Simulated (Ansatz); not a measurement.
# Au_Al in AlN (P6_3mc): charge-transition levels and formation energies, part 2 of 2

Aim: at which Fermi levels does Au_Al in AlN (P6_3mc) change its charge? The model is a cell of 72 host atoms with 1 Al taken out and 1 Au put in.

Ansatz; place-levels on r2SCAN runs: charge-transition levels and formation energies with image-charge correction and potential alignment at the atomic sites; PAW set soft_1.

So far: The starting structure; Charge states.

## 3. Placing the levels, r2SCAN

A charged cell interacts with its images and the background, and its potential has another zero than the host's. place-levels removes the first by a point-charge model, screened by the static dielectric constant since the ions have relaxed around the charge, and the second by comparing potentials at atoms far from the defect.

The host is a run of the defect-free crystal in the same cutoffs, grids and k-points, so that basis and sampling errors cancel in part in the differences. The host is run in a cell of 8 atoms on a matching mesh. Its band edges are searched through the zone by a band path, so the gap is smaller than, or equal to, that on the mesh. Chemical potentials are energies per atom of Al (fcc) and Au (fcc), run with the same functional and cutoff.

The input, levels.point.yaml:

```yaml
host:
  run: host.point.run
states: [qm2.point.run, qm1_M1.point.run, q0.point.run, q0_M2.point.run, qp1_M1.point.run, qp1_M3.point.run]
geometry_from:
  qm2.point.run: qm2.relax.run
  qm1_M1.point.run: qm1_M1.relax.run
  q0.point.run: q0.relax.run
  q0_M2.point.run: q0_M2.relax.run
  qp1_M1.point.run: qp1_M1.relax.run
  qp1_M3.point.run: qp1_M3.relax.run
  host.point.run: host.relax.run
chemical_potentials:
  Al:
    energy: -540.418346
    dataset: <sha256 of the dataset>
  Au:
    energy: -13165.138693
    dataset: "<sha256 of the dataset>"
epsilon: [4.49, 4.49, 4.72]
static_epsilon: [8.15, 8.15, 9.65]
vertical:
  - { from: qm2.point.run, to: qm2.point_neutral.run }
  - { from: qm1_M1.point.run, to: qm1_M1.point_neutral.run }
  - { from: qp1_M1.point.run, to: qp1_M1.point_neutral.run }
  - { from: qp1_M3.point.run, to: qp1_M3.point_neutral.run }
```

Command:

```console
$ ansatz place-levels levels.point.yaml -- --threads 4 --pin off --max-ram 15073MiB
```

Output:

```text
[... repeated set-up lines and file paths are left out, and long positions are rounded to six places ...]
(+1/0) 0.814 eV above the valence edge, 4.064 eV under the conduction edge
(0/-1) 1.667 eV above the valence edge, 3.211 eV under the conduction edge
(-1/-2) 2.316 eV above the valence edge, 2.562 eV under the conduction edge
formation energy of charge +1: +7.956 eV with the Fermi level at the valence edge
formation energy of charge 0: +8.770 eV with the Fermi level at the valence edge
formation energy of charge -1: +10.437 eV with the Fermi level at the valence edge
formation energy of charge -2: +12.753 eV with the Fermi level at the valence edge
vertical -2 to 0: no energy, since no alignment is typed
  the change from vertical[0].from (qm2.point.run) to vertical[0].to (qm2.point_neutral.run): by its potential at epsilon [4.49, 4.49, 4.72] it stands at 0.473 0.530 0.479, with an rms radius of about 2.3 Å (1.4 1.4 1.1 Å across the planes of the cell's [...]
vertical -1 to 0: no energy, since no alignment is typed
  the change from vertical[1].from (qm1_M1.point.run) to vertical[1].to (qm1_M1.point_neutral.run): by its potential at epsilon [4.49, 4.49, 4.72] it stands at 0.474 0.526 0.465, with an rms radius of about 2.3 Å (1.4 1.4 1.1 Å across the planes of the cell's [...]
vertical +1 to 0: no energy, since no alignment is typed
  the change from vertical[2].from (qp1_M1.point.run) to vertical[2].to (qp1_M1.point_neutral.run): by its potential at epsilon [4.49, 4.49, 4.72] it stands at 0.493 0.511 0.460, with an rms radius of about 1.7 Å (1.0 1.0 1.0 Å across the planes of the cell's [...]
vertical +1 to 0: no energy, since no alignment is typed
  the change from vertical[3].from (qp1_M3.point.run) to vertical[3].to (qp1_M3.point_neutral.run): by its potential at epsilon [4.49, 4.49, 4.72] it stands at 0.476 0.526 0.473, with an rms radius of about 1.7 Å (1.0 1.0 0.8 Å across the planes of the cell's [...]
  edges by r2scan, gap 4.878 eV; the host is sampled to repeats of 18.64 Å
  the defect's cells are sampled to repeats of 18.64 Å, like sampling
  charge +1: -46049.1946 eV with its correction of +0.577 eV, at epsilon [8.15, 8.15, 9.65], aligned at sites: +0.3139 eV, mean over 33 atomic sites at or beyond 4.66 Å from the host's site at [0.4444, 0.5556, 0.4997] by the defect at [0.4444, 0.5556, [...]
  charge 0: +0.000 eV for its dipole among its images, +0.000 omitted
  charge -1: -46032.8773 eV with its correction of -0.068 eV, at epsilon [8.15, 8.15, 9.65], aligned at sites: +0.3312 eV, mean over 33 atomic sites at or beyond 4.66 Å from the host's site at [0.4444, 0.5556, 0.4997] by the defect at [0.4444, 0.5556, [...]
  charge -2: -46023.6432 eV with its correction of +0.324 eV, at epsilon [8.15, 8.15, 9.65], aligned at sites: +0.3635 eV, mean over 33 atomic sites at or beyond 4.66 Å from the host's site at [0.4444, 0.5556, 0.4997] by the defect at [0.4444, 0.5556, [...]
  charge +1: states[4] (qp1_M1.point.run) stands 0.273 eV higher, with a moment of 1.00 μB against 3.00
  charge 0: states[2] (q0.point.run) stands 0.359 eV higher, with a moment of 0.00 μB against 2.00
  states[2] (q0.point.run): levels filled in part (TS 0.009 eV): its energy is of no whole electron's
  of states[5] (qp1_M3.point.run): its displacements don't fall off away from the defect: farther atoms stand 0.013 Å off the host's places. [...]
  of states[3] (q0_M2.point.run): its displacements don't fall off away from the defect: farther atoms stand 0.011 Å off the host's places. [...]
  of states[1] (qm1_M1.point.run): it parts from the run at its places by a charge that spreads by about 1.4 Å along one vector (1.4 Å or more is wide), by its potential at epsilon [4.49, 4.49, 4.72], taken for that of held ions (one typed too small widens [...]
  of states[0] (qm2.point.run): it parts from the run at its places by a charge that spreads by about 1.4 Å along one vector (1.4 Å or more is wide), by its potential at epsilon [4.49, 4.49, 4.72], taken for that of held ions (one typed too small widens it), [...]
  of states[4] (qp1_M1.point.run): its displacements don't fall off away from the defect: farther atoms stand 0.015 Å off the host's places. [...]
  of states[2] (q0.point.run): its displacements don't fall off away from the defect: farther atoms stand 0.012 Å off the host's places. [...]
  of vertical[0].from (qm2.point.run): it parts from the run at its places by a charge that spreads by about 1.4 Å along one vector (1.4 Å or more is wide), by its potential at epsilon [4.49, 4.49, 4.72], taken for that of held ions (one typed too small [...]
  vertical[0].to (qm2.point_neutral.run): levels filled in part (TS 0.010 eV): its energy is of no whole electron's
  of vertical[1].from (qm1_M1.point.run): stability_check_not_made; [...]
  vertical[1].to (qm1_M1.point_neutral.run): levels filled in part (TS 0.020 eV): its energy is of no whole electron's
  of vertical[2].from (qp1_M1.point.run): its displacements don't fall off away from the defect: farther atoms stand 0.015 Å off the host's places. [...]
  of vertical[2].to (qp1_M1.point_neutral.run): its displacements don't fall off away from the defect: farther atoms stand 0.015 Å off the host's places. [...]
  of vertical[3].from (qp1_M3.point.run): its displacements don't fall off away from the defect: farther atoms stand 0.013 Å off the host's places. [...]
  vertical[3].to (qp1_M3.point_neutral.run): levels filled in part (TS 0.018 eV): its energy is of no whole electron's
  of vertical[3].to (qp1_M3.point_neutral.run): its displacements don't fall off away from the defect: farther atoms stand 0.013 Å off the host's places. [...]
```

The job ended after 0.58 s (4 threads of Arm Neoverse V2, shared host).

Levels between the charges placed, in eV above the valence top:

|  | gap (eV) | (+1/0) | (0/−1) | (−1/−2) |
| --- | --- | --- | --- | --- |
| r2SCAN | 4.88 | 0.81 | 1.67 | 2.32 |

Corrections by state:

| charge | moment (μB) | image terms and alignment (eV) | band filling (eV) | ε used | over the lowest of its charge, as the program ranks them, band filling apart (eV) |
| --- | --- | --- | --- | --- | --- |
| +1 | 3.0 | 0.577 | - | principal values (8.15, 8.15, 9.65) | 0.000 |
| 0 | 2.0 | 0.000 | - | - | 0.000 |
| −1 | 1.0 | -0.068 | - | principal values (8.15, 8.15, 9.65) | 0.000 |
| −2 | 0.0 | 0.324 | - | principal values (8.15, 8.15, 9.65) | 0.000 |
| +1 | 1.0 | 0.575 | - | principal values (8.15, 8.15, 9.65) | 0.273 |
| 0 | 0.0 | 0.000 | - | - | 0.359 |

The charged structures listed were also run neutral, and place-levels reads from each pair, by the potential or the spins, how wide the charge is by which they differ; that can be the carrier of either run.

| charge | rms radius (Å) | spread where it is widest against the cell (Å) | wide from (Å) | reading |
| --- | --- | --- | --- | --- |
| +1 | 1.7 | 1.04 | 1.40 | narrow |
| −1 | 2.3 | 1.41 | 1.40 | wide |
| −2 | 2.3 | 1.42 | 1.40 | wide |

The neutral runs of these pairs need not share the spin of the lowest neutral state, and very wide values only mean spread over the cell.

From the program's caveats on the states, each cut to its opening words:

- charge +1 (3 μB): its displacements don't fall off away from the defect: farther atoms stand 0.013 Å off the host's places
- charge +1 (3 μB), 0 (2 μB), −1 (1 μB), +1 (1 μB): flagged: stability check not made
- charge 0 (2 μB): its displacements don't fall off away from the defect: farther atoms stand 0.011 Å off the host's places
- charge −1 (1 μB), −2: it parts from the run at its places by a charge that spreads by about 1.4 Å along one vector (1.4 Å or more is wide), by its potential at epsilon [4.49, 4.49, [...]
- charge +1 (1 μB): its displacements don't fall off away from the defect: farther atoms stand 0.015 Å off the host's places
- charge 0: its displacements don't fall off away from the defect: farther atoms stand 0.012 Å off the host's places

The host's formation energy from the elements is -1.627 eV per atom; it sets how far the chemical potentials can move.

Limit set by the element alone; other compounds of these elements are not counted. Chemical potentials from the elements' reference states: Al 0.00 eV, N -3.25 eV, Au 0.00 eV. Formation energy by charge state (Al-rich; gap 4.88 eV):

| charge | at valence top (eV) | at conduction bottom (eV) | correction included (eV) |
| --- | --- | --- | --- |
| +1 | 7.96 | 12.83 | 0.58 |
| 0 | 8.77 | 8.77 | 0.00 |
| −1 | 10.44 | 5.56 | -0.07 |
| −2 | 12.75 | 3.00 | 0.32 |

```
Fermi level (eV)  lowest formation energy (eV)
            0.00                          7.96
            0.44                          8.40
            0.89                          8.77
            1.33                          8.77
            1.77                          8.66
            2.22                          8.22
            2.66                          7.43
            3.11                          6.54
            3.55                          5.66
            3.99                          4.77
            4.43                          3.88
            4.88                          3.00
```

Limit set by the element alone; other compounds of these elements are not counted. Chemical potentials from the elements' reference states: N 0.00 eV, Al -3.25 eV, Au 0.00 eV. Formation energy by charge state (N-rich; gap 4.88 eV):

| charge | at valence top (eV) | at conduction bottom (eV) | correction included (eV) |
| --- | --- | --- | --- |
| +1 | 4.70 | 9.58 | 0.58 |
| 0 | 5.52 | 5.52 | 0.00 |
| −1 | 7.18 | 2.31 | -0.07 |
| −2 | 9.50 | -0.26 | 0.32 |

```
Fermi level (eV)  lowest formation energy (eV)
            0.00                          4.70
            0.44                          5.15
            0.89                          5.52
            1.33                          5.52
            1.77                          5.41
            2.22                          4.97
            2.66                          4.17
            3.11                          3.29
            3.55                          2.40
            3.99                          1.52
            4.43                          0.63
            4.88                         -0.26
```

## 4. Effect of the sampling

The relaxations' own energies give the levels at their sampling, for comparison.

The input, levels.relax_mesh.yaml:

```yaml
host:
  run: host.relax.run
states: [qm2.relax.run, qm1_M1.relax.run, q0.relax.run, q0_M2.relax.run, qp1_M1.relax.run, qp1_M3.relax.run]
chemical_potentials:
  Al:
    energy: -540.418346
    dataset: <sha256 of the dataset>
  Au:
    energy: -13165.138693
    dataset: "<sha256 of the dataset>"
```

Command:

```console
$ ansatz place-levels levels.relax_mesh.yaml -- --threads 4 --pin off --max-ram 15073MiB
```

Output:

```text
(+1/0) 0.638 eV above the valence edge, 4.247 eV under the conduction edge
(0/-1) 1.716 eV above the valence edge, 3.170 eV under the conduction edge
(-1/-2) 2.362 eV above the valence edge, 2.524 eV under the conduction edge
formation energy of charge +1: +8.096 eV with the Fermi level at the valence edge
formation energy of charge 0: +8.734 eV with the Fermi level at the valence edge
formation energy of charge -1: +10.450 eV with the Fermi level at the valence edge
formation energy of charge -2: +12.812 eV with the Fermi level at the valence edge
  edges by r2scan, gap 4.886 eV; the host is sampled to repeats of 13.64 Å
[... the lines on each state left out ...]
```

It took 0.18 s on 4 threads.

Levels between neighbouring charges, in eV above the valence top:

|  | gap (eV) | (+1/0) | (0/−1) | (−1/−2) |
| --- | --- | --- | --- | --- |
| one point at (¼, ¼, ¼) | 4.89 | 0.64 | 1.72 | 2.36 |
| a 2×2×2 shifted mesh | 4.88 | 0.81 | 1.67 | 2.32 |

Going from one point at (¼, ¼, ¼) to a 2×2×2 shifted mesh moves the levels that carry no band-filling term by up to 0.18 eV and formation energies against the elements by up to 0.14 eV.

## 5. Outcome

```json
{
  "gap of the host": "4.88 eV (r2SCAN)",
  "level (plus 1/0)": "0.81 eV above the valence top",
  "level (0/minus 1)": "1.67 eV above the valence top",
  "level (minus 1/minus 2)": "2.32 eV above the valence top",
  "lowest of the charges placed, just above the valence top (0.02 eV)": "+1",
  "lowest of the charges placed, just below the conduction bottom (0.02 eV)": "−2",
  "lowest formation energy at mid-gap of the charges run, Al-rich": "7.87 eV",
  "lowest formation energy at mid-gap of the charges run, N-rich": "4.62 eV"
}
```

**Reading.** Of the charges placed (−2, −1, 0 and +1), the lowest changes at 0.81 eV (+1/0), 1.67 eV (0/−1) and 2.32 eV (−1/−2) above the valence top, in a gap of 4.88 eV. Charges above +1 and below −2 were not placed, so these runs say nothing of levels that involve them. States placed: +1 at 3 μB and 1 μB; 0 at 2 μB and 0 μB; −1 at 1 μB; −2 at 0 μB. Other spin states or structures, where not listed, weren't placed. Au is taken at its element; compounds, which aren't counted here, bound the chemical potentials and would shift these formation energies. Going from one point at (¼, ¼, ¼) to a 2×2×2 shifted mesh moves the levels that carry no band-filling term by up to 0.18 eV and formation energies against the elements by up to 0.14 eV. Limits: r2SCAN makes the gap too small and tends to spread out bound carriers; where a gas molecule sets a chemical potential or the host's formation energy, its binding is uncorrected; spin–orbit coupling, which can matter with heavy atoms, is left out; force components of up to 0.37 eV/Å remain in a run at the final settings.

[Logs are printed without paths, hosts, clocks, repeated set-up lines and the standing remarks that a program may print on its own settings, such as how far it seeks lower states.]

[Hosts, paths, dates, database ids (printed as entryN), source tags and the programs' standing remarks are cut or masked in the printed files.]

[Where a table of states has a column of steps, it counts the stored structures, which are thinned; the runs took as many ionic steps or more.]

[A defect's name tells the site on which it was built; relaxed atoms can leave that site.]

[For some hosts the program warned that the k-mesh of the response run may be too coarse for force constants and the static dielectric constant; such warnings are not shown here.]
